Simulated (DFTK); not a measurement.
# Ag (Fm-3m) in DFTK: equation of state

How stiff is Ag in PBE, and what volume does it want? The cell is scaled to several volumes.

Program: DFTK 0.8.2. These are calculated values, not measurements. Logs are shortened: lines on timing, memory, paths and dates and some standing lists are left out, and cuts for length are marked.

## 1. The structure

The structure is cubic, space group Fm-3m (No. 225). The conventional cell has a = 4.085 Å, b = 4.085 Å, c = 4.085 Å, α = 90.00°, β = 90.00°, γ = 90.00°. Around Ag (site symmetry m-3m) lie 12 Ag at 2.89 Å.

## 2. Equation of state, PBE

run.jl reads:

```julia
using DFTK
using PseudoPotentialData
using Unitful, UnitfulAtomic
using LinearAlgebra, Printf
include("save.jl")
disable_threading()

# lattice vectors are the columns
lattice = austrip(1u"Å") * [           0.0        2.04275        2.04275;
                  2.04275            0.0        2.04275;
                  2.04275        2.04275            0.0]
symbols   = [:Ag]
positions = [[0.0, 0.0, 0.0]]
pseudopotentials = PseudoFamily("dojo.nc.sr.pbe.v0_4_1.standard.upf")
elements = Dict(s => ElementPsp(s, pseudopotentials) for s in unique(symbols))
atoms    = [elements[s] for s in symbols]

build_model(lattice, positions; symmetries=true) =
    model_DFT(lattice, atoms, positions;
              functionals=PBE(),
              temperature=austrip(0.05u"eV"),
              smearing=Smearing.FermiDirac(),
              symmetries)
Ecut  = 41.0  # hartree
kgrid = [11, 11, 11]
tol   = 1e-6
to_GPa = ustrip(uconvert(u"GPa", 1u"hartree/bohr^3"))

results["points"] = []
for scale in [0.94, 0.96, 0.98, 1.0, 1.02, 1.04, 1.06]
    println("\n=== scale = ", scale)
    model = build_model(cbrt(scale) * lattice, positions)
    basis = PlaneWaveBasis(model; Ecut, kgrid)
    t0 = time()
    scfres = self_consistent_field(basis;
                                   tol,
                                   nbandsalg=AdaptiveBands(model; n_bands_converge=14))
    seconds = time() - t0
    @printf "SCF: %d iterations, %.1f s\n" scfres.n_iter seconds
    forces = compute_forces_cart(scfres)
    stress = compute_stresses_cart(scfres)
    @printf "V = %.5f Å^3  F = %.8f Ha  max force = %.5f eV/Å  p = %.4f GPa\n" ustrip(auconvert(u"Å^3", model.unit_cell_volume)) scfres.energies.total ustrip(auconvert(u"eV/Å", maximum(norm, forces))) (-tr(stress) / 3 * to_GPa)
    push!(results["points"], save_scf!(scfres; forces, stress, d=Dict{String,Any}("seconds" => seconds, "n_matvec" => get(scfres, :n_matvec, 0))))
end

# third-order Birch-Murnaghan fit in x = V^(-2/3)
V = [0.94, 0.96, 0.98, 1.0, 1.02, 1.04, 1.06] * abs(det(lattice))
E = [p["total"] for p in results["points"]]
x = V .^ (-2 / 3)
c = [x .^ 0 x x .^ 2 x .^ 3] \ E
Δ = c[3]^2 - 3c[2] * c[4]
if Δ > 0
    x0 = (-c[3] + sqrt(Δ)) / 3c[4]
    B0 = 4 / 9 * x0^(7 / 2) * (2c[3] + 6c[4] * x0)
    @printf "V0 = %.4f Å^3  B0 = %.2f GPa\n" ustrip(auconvert(u"Å^3", x0^(-3 / 2))) B0 * to_GPa
end
```

Potentials or basis: dojo.nc.sr.pbe.v0_4_1.standard.upf (PBE).

On the command line:

```console
> julia --threads=1 run.jl  # save.jl only writes the numbers to a file and isn't shown; printed stress counts tension as positive; times include loading and compiling
```

The program printed:

```text
=== scale = 0.94
n     Energy            log10(ΔE)   log10(Δρ)   Diag   Δtime
---   ---------------   ---------   ---------   ----   ------
  1   -154.9936978576                   -0.86    4.3    5.60s
  2   -155.0156843490       -1.66       -1.57    1.0    3.07s
  3   -155.0167611051       -2.97       -1.92    2.2    2.72s
  4   -155.0168143038       -4.27       -2.08    1.0    2.77s
  5   -155.0168592263       -4.35       -3.08    1.1    2.77s
  6   -155.0168599957       -6.11       -3.24    2.6    3.43s
  7   -155.0168601764       -6.74       -3.56    1.0    1.92s
  8   -155.0168601998       -7.63       -3.83    1.9    3.10s
  9   -155.0168602153       -7.81       -4.30    1.0    2.72s
 10   -155.0168602168       -8.82       -4.51    1.6    3.02s
[... 63 further cycles ...]
  1   -154.9965281940                   -0.89    4.1    5.32s
  2   -155.0175818434       -1.68       -1.51    1.1    1.97s
  3   -155.0190045225       -2.85       -1.88    2.2    3.51s
  4   -155.0190937424       -4.05       -2.09    1.0    2.74s
  5   -155.0191455690       -4.29       -3.30    1.8    3.18s
  6   -155.0191462122       -6.19       -3.97    2.6    3.69s
  7   -155.0191462156       -8.46       -4.03    2.1    2.65s
  8   -155.0191462183       -8.57       -5.03    1.1    2.78s
  9   -155.0191462185       -9.93       -5.46    2.7    3.54s
 10   -155.0191462185      -11.01       -6.59    1.6    2.91s
SCF: 10 iterations, 32.5 s
V = 18.07097 Å^3  F = -155.01914622 Ha  max force = 0.00000 eV/Å  p = -1.5020 GPa
V0 = 17.7929 Å^3  B0 = 90.05 GPa
```

It took 7.5 min on 1 thread of Intel Xeon Platinum 8488C (Sapphire Rapids), shared host; peak memory 1.6 GiB.

Results:

* Equilibrium volume: 17.79 Å³/atom
* Bulk modulus: 90 GPa
* Pressure derivative of the bulk modulus: 6.2

Energy against volume, from the lowest point:
```tsv
volume (Å³/atom)	energy (meV/atom)
16.025	63.31
16.366	39.20
16.707	21.57
17.048	9.63
17.389	2.64
17.730	0.00
18.071	1.10
```

## 3. Single point, PBE, 16.03 Å³/atom (volume scaled by 0.94)

run.jl is that of step 2.

Potentials or basis: dojo.nc.sr.pbe.v0_4_1.standard.upf (PBE).

On the command line:

```console
> julia --threads=1 run.jl  # one pass of the loop, scale = 0.94; save.jl only writes the numbers to a file and isn't shown; printed stress counts tension as positive; times include loading and compiling
```

Wall time 41 s (1 thread of Intel Xeon Platinum 8488C (Sapphire Rapids), shared host).

The run converged. Its results:

| Item | Value |
| --- | --- |
| Free energy | -4218.2237 eV |
| Pressure | 12.8 GPa |
| Band gap on the k mesh | none (metal or under the smearing width) |

## 4. Single point, PBE, 16.37 Å³/atom (volume scaled by 0.96)

run.jl is that of step 3.

On the command line:

```console
> julia --threads=1 run.jl  # one pass of the loop, scale = 0.96; save.jl only writes the numbers to a file and isn't shown; printed stress counts tension as positive; times include loading and compiling
```

Wall time 41 s (1 thread of Intel Xeon Platinum 8488C (Sapphire Rapids), shared host).

The run converged. Its results:

- Free energy: -4218.2478 eV
- Pressure: 9.5 GPa
- Band gap on the k mesh: none (metal or under the smearing width)

## 5. Single point, PBE, 16.71 Å³/atom (volume scaled by 0.98)

run.jl is that of step 4.

On the command line:

```console
> julia --threads=1 run.jl  # one pass of the loop, scale = 0.98; save.jl only writes the numbers to a file and isn't shown; printed stress counts tension as positive; times include loading and compiling
```

Run time: 40 s. Hardware: 1 thread of Intel Xeon Platinum 8488C (Sapphire Rapids), shared host.

The run converged. Its results:

- Free energy: -4218.2654 eV
- Pressure: 6.7 GPa
- Band gap on the k mesh: none (metal or under the smearing width)

## 6. Single point, PBE, 17.05 Å³/atom

run.jl is that of step 5.

Potentials or basis: dojo.nc.sr.pbe.v0_4_1.standard.upf (PBE).

On the command line:

```console
> julia --threads=1 run.jl  # one pass of the loop, scale = 1.0; save.jl only writes the numbers to a file and isn't shown; printed stress counts tension as positive; times include loading and compiling
```

It took 37 s on 1 thread of Intel Xeon Platinum 8488C (Sapphire Rapids), shared host.

What came out:

* Free energy: -4218.2773 eV
* Pressure: 4.2 GPa
* Band gap on the k mesh: none (metal or under the smearing width)

## 7. Single point, PBE, 17.39 Å³/atom (volume scaled by 1.02)

run.jl is that of step 6.

On the command line:

```console
> julia --threads=1 run.jl  # one pass of the loop, scale = 1.02; save.jl only writes the numbers to a file and isn't shown; printed stress counts tension as positive; times include loading and compiling
```

Wall time 35 s (1 thread of Intel Xeon Platinum 8488C (Sapphire Rapids), shared host).

Results (log left out):

```
Free energy            : -4218.2843 eV
Pressure               : 2.0 GPa
Band gap on the k mesh : none (metal or under the smearing width)
```

## 8. Single point, PBE, 17.73 Å³/atom (volume scaled by 1.04)

run.jl is that of step 7.

On the command line:

```console
> julia --threads=1 run.jl  # one pass of the loop, scale = 1.04; save.jl only writes the numbers to a file and isn't shown; printed stress counts tension as positive; times include loading and compiling
```

Wall time 33 s (1 thread of Intel Xeon Platinum 8488C (Sapphire Rapids), shared host).

Results (log left out):

| Quantity | Value |
| --- | --- |
| Free energy | -4218.2870 eV |
| Pressure | 0.1 GPa |
| Band gap on the k mesh | none (metal or under the smearing width) |

## 9. Single point, PBE, 18.07 Å³/atom (volume scaled by 1.06)

run.jl is that of step 8.

Potentials or basis: dojo.nc.sr.pbe.v0_4_1.standard.upf (PBE).

On the command line:

```console
> julia --threads=1 run.jl  # one pass of the loop, scale = 1.06; save.jl only writes the numbers to a file and isn't shown; printed stress counts tension as positive; times include loading and compiling
```

Wall time 33 s (1 thread of Intel Xeon Platinum 8488C (Sapphire Rapids), shared host).

Results (log left out):

```
Free energy            : -4218.2859 eV
Pressure               : -1.5 GPa
Band gap on the k mesh : none (metal or under the smearing width)
```
